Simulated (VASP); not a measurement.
# PbI2 (P-3m1) in VASP: settings compared, part 3 of 3

VASP 6.6.1. The steps go on from the part before.

### Step 5. Dielectric tensor, PBE

This run uses another cell than the first one, of 49.28 Å³/atom, 1.257 times its volume.

Input file INCAR:

```
SYSTEM = PbI2
ALGO = Fast
EDIFF = 1E-8
ENCUT = 600
GGA = PE
ISIF = 2
ISMEAR = 0
KPAR = 2
LASPH = .TRUE.
LCHARG = .FALSE.
LEPSILON = .TRUE.
LREAL = .FALSE.
LWAVE = .FALSE.
NELM = 80
PREC = Accurate
SIGMA = 0.03
```

Input file KPOINTS:

```
k-points
0
G
  12 12 7
  0 0 0
```

Input file POSCAR:

```
PbI2                                    
1.0
    4.6751028375      0.0000000000      0.0000000000
   -2.3375514188      4.0487578225     -0.0000000000
    0.0000000000      0.0000000000      7.8105424619
  Pb              I             
     1     2
Direct
     0.0000000000000000    1.0000000000000000    1.0000000000000000
     0.3333333332999970    0.6666666667000030    0.2379645685040078
     0.6666666667000030    0.3333333332999970    0.7620354314959923
```

Potentials or basis: VASP PAW PBE potentials, release 64 (Pb_d, I).

Run with:

```
cat potpaw_PBE.64/Pb_d/POTCAR potpaw_PBE.64/I/POTCAR > POTCAR
mpirun -np 2 vasp_std > vasp.out
```

OUTCAR:

```text
SYSTEM = PbI2
   EDIFF = 1E-8
   ENCUT = 600
   GGA = PE
   ISIF = 2
   ISMEAR = 0
   LASPH = .TRUE.
   LEPSILON = .TRUE.
   LREAL = .FALSE.
   NELM = 80
   PREC = Accurate

 ion  position               nearest neighbor table
   1  0.000  0.000  0.000-   2 3.28   3 3.28   2 3.28   3 3.28   3 3.28   2 3.28
   2  0.333  0.667  0.238-   1 3.28   1 3.28   1 3.28
   3  0.667  0.333  0.762-   1 3.28   1 3.28   1 3.28

  LATTYP: Found a hexagonal cell.
 ALAT       =     4.6751028375
 C/A-ratio  =     1.6706675197

  Lattice vectors:

 A1 = (   4.6751028375,   0.0000000000,   0.0000000000)
 A2 = (  -2.3375514188,   4.0487578225,   0.0000000000)
 A3 = (   0.0000000000,   0.0000000000,   7.8105424619)
[... 759 lines left out ...]
    -0.00000  0.00004  0.00000
     0.00000 -0.00000  0.00004

 MACROSCOPIC STATIC DIELECTRIC TENSOR (including local field effects in DFT)
 ------------------------------------------------------
           5.731871    -0.000000     0.000000
          -0.000000     5.731871     0.000000
          -0.000000     0.000000     3.497532
 ------------------------------------------------------

 PIEZOELECTRIC TENSOR (including local field effects)  for field in x, y, z        (e  Angst)
          XX          YY          ZZ          XY          YZ          ZX
  --------------------------------------------------------------------------------
  x     0.00000     0.00000     0.00000     0.00000     0.00000     0.00000
  y     0.00000     0.00000     0.00000     0.00000     0.00000     0.00000
  z     0.00000     0.00000     0.00000     0.00000     0.00000     0.00000

 PIEZOELECTRIC TENSOR (including local field effects)  for field in x, y, z        (C/m^2)
          XX          YY          ZZ          XY          YZ          ZX
  --------------------------------------------------------------------------------
  x     0.00000     0.00000     0.00000     0.00000     0.00000     0.00000
  y     0.00000     0.00000     0.00000     0.00000     0.00000     0.00000
  z     0.00000     0.00000     0.00000     0.00000     0.00000     0.00000

 BORN EFFECTIVE CHARGES (including local field effects) (in |e|, cummulative output)
 ---------------------------------------------------------------------------------
 ion    1
    1     4.03769    -0.00000     0.00000
    2    -0.00000     4.03769     0.00000
    3    -0.00000     0.00000     1.35366
 ion    2
    1    -2.01884     0.00000    -0.00000
    2     0.00000    -2.01884    -0.00000
    3     0.00000     0.00000    -0.67683
 ion    3
    1    -2.01884     0.00000    -0.00000
    2     0.00000    -2.01884    -0.00000
    3     0.00000     0.00000    -0.67683
```

stdout:

```text
POSCAR found type information on POSCAR PbI
 POSCAR found :  2 types and       3 ions
 scaLAPACK will be used
 LDA part: xc-table for (Slater+PW92), standard interpolation
 POSCAR, INCAR and KPOINTS ok, starting setup
 FFT: planning ... GRIDC
 FFT: planning ... GRID_SOFT
 FFT: planning ... GRID
 WAVECAR not read
 entering main loop
 Linear response reoptimize wavefunctions to high precision
 Linear response G [H, r] |phi>, progress :
  Direction:   1
 Linear response G [H, r] |phi>, progress :
  Direction:   2
 Linear response G [H, r] |phi>, progress :
  Direction:   3
 Linear response to external field (no local field effect), progress :
  Direction:   1
 dielectric tensor                  component  1 :     6.645    -1.011     0.062
 Linear response to external field (no local field effect), progress :
  Direction:   2
 dielectric tensor                  component  2 :    -1.011     5.804    -0.194
 Linear response to external field (no local field effect), progress :
  Direction:   3
 dielectric tensor                  component  3 :     0.062    -0.194     5.588
 Linear response to external field, progress :
  Direction:   1
 dielectric tensor                  component  1 :     5.732    -0.403     0.014
 Linear response to external field, progress :
  Direction:   2
 dielectric tensor                  component  2 :    -0.402     5.732     0.000
 Linear response to external field, progress :
  Direction:   3
 dielectric tensor                  component  3 :     0.067    -0.149     3.498
 Born effective charges drift removed
```

Wall time 30 min (2 MPI ranks of AMD EPYC 9R45 (Zen 5), shared host); peak memory 2 GiB.

Results:

| Item | Value |
| --- | --- |
| Band gap on the k mesh | 2.44 eV, indirect (least direct gap 2.56 eV) |
| Electronic dielectric tensor (diagonal) | 5.73, 5.73, 3.50 |
| Born charges (mean of the diagonal) | Pb +3.14; I -1.57 e |

Electronic dielectric tensor:
```
5.73 0.00 0.00
0.00 5.73 0.00
0.00 0.00 3.50
```

Born effective charge tensors (e):
atom 1, Pb
```
4.04 0.00 0.00
0.00 4.04 0.00
0.00 0.00 1.35
```
atom 2, I
```
-2.02  0.00  0.00
 0.00 -2.02  0.00
 0.00  0.00 -0.68
```
atom 3, I
```
-2.02  0.00  0.00
 0.00 -2.02  0.00
 0.00  0.00 -0.68
```

Caveat: spin-orbit coupling is left out, which as a rule narrows the gap of such compounds by several tenths of an eV; an odd mesh through Γ misses points on the zone boundary, where band edges often lie; this functional lacks dispersion, which binds the layers, so the pressure and a relaxed spacing across them are unreliable.

### Step 6. Summary

| task | level | potentials or basis | cell | k mesh | by perturbation theory | monkhorst-Pack mesh | gap on the mesh (eV) |
| --- | --- | --- | --- | --- | --- | --- | --- |
| phonons | LDA | VASP PAW LDA potentials, release 64 (Pb_d, I) | P-3m1, 39.21 Å³/atom | 9 × 9 × 4 | no | - | - |
| dielectric tensor | LDA | VASP PAW LDA potentials, release 64 (Pb_d, I) | P-3m1, 39.21 Å³/atom | 12 × 12 × 7 | - | no | 1.95 |
| phonons | PBE | VASP PAW PBE potentials, release 64 (Pb_d, I) | P-3m1, 49.27 Å³/atom | 9 × 9 × 4 | no | - | - |
| dielectric tensor | PBE | VASP PAW PBE potentials, release 64 (Pb_d, I) | P-3m1, 49.28 Å³/atom | 12 × 12 × 7 | - | no | 2.44 |

Alike in all rows: no spin polarisation; cutoff (eV) 600; smearing gaussian 0.03 eV.

Caveats: spin-orbit coupling is left out, which as a rule narrows the gap of such compounds by several tenths of an eV (some runs); an odd mesh through Γ misses points on the zone boundary, where band edges often lie (some runs); this functional lacks dispersion, which binds the layers, so the pressure and a relaxed spacing across them are unreliable (some runs).

Absolute energies hang on the potentials; compare differences alone.
